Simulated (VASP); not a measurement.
Input of a VASP 6.6.1 run:

File INCAR:

```
SYSTEM = LiF
PREC = Accurate
ENCUT = 600
EDIFF = 1E-7
ISMEAR = 0
SIGMA = 0.02
LREAL = .False.
LASPH = .True.
NELM = 100
ALGO = Fast
ISIF = 3
LWAVE = .False.
LCHARG = .False.
GGA = PS
IBRION = 2
NSW = 65
EDIFFG = -0.01
```

Contents of KPOINTS:

```
Automatic mesh
0
Gamma
  9 9 4
  0 0 0
```

Contents of POSCAR:

```
LiF
1.0
    3.0929711670      0.0000000000      0.0000000000
   -1.5464855835      2.6785916038      0.0000000000
    0.0000000000      0.0000000000      7.2310243995
Li F
3 3
Direct
    0.0000000000      0.0000000000      0.0000000000
    0.3333333333      0.6666666667      0.3333333333
    0.6666666667      0.3333333333      0.6666666667
    0.0000000000      0.0000000000      0.2500000000
    0.3333333333      0.6666666667      0.5833333333
    0.6666666667      0.3333333333      0.9166666667
```

Potentials or basis: VASP PAW PBE potentials, release 64 (Li_sv, F).

Run with:

```sh
$ cat potpaw_PBE.64/Li_sv/POTCAR potpaw_PBE.64/F/POTCAR > POTCAR
$ mpirun -np 1 vasp_std > vasp.out
```

**Question.** Predict the relaxed cell.

**Answer.** a = 3.043 Å, b = 3.043 Å, c = 7.461 Å, α = 90.00°, β = 90.00°, γ = 120.00°.

**Question.** Predict the band gap on the k mesh.

**Answer.** 7.69 eV.

**Question.** Estimate the space group after relaxing (to 0.05 Å).

**Answer.** F-43m (No. 216).

**Question.** Estimate the relaxed volume.

**Answer.** 9.97 Å³/atom.

Step by step:
| step | energy change (eV) | largest force (eV/Å) | pressure (GPa) | volume (Å³) |
| --- | --- | --- | --- | --- |
| 1 | 0.0000 | 0.1948 | 0.12 | 59.91 |
| 2 | -0.0219 | 0.0417 | -0.09 | 59.97 |
| 3 | -0.0262 | 0.0499 | -0.15 | 60.00 |
| 4 | -0.0274 | 0.0448 | -0.06 | 59.92 |
| 5 | -0.0297 | 0.0287 | 0.20 | 59.65 |
| 6 | -0.0280 | 0.0084 | 0.75 | 59.10 |
| 7 | -0.0301 | 0.0174 | 0.36 | 59.48 |
| 8 | -0.0307 | 0.0024 | 0.02 | 59.84 |

Caveat: the cutoff is under 1.25 times the usual one of these potentials, so pressure, stress and relaxed cells hold a basis-set (Pulay) error; the PAW data sets were made with another functional, which shifts forces and pressure a little; an odd mesh through Γ misses points on the zone boundary, where band edges often lie.
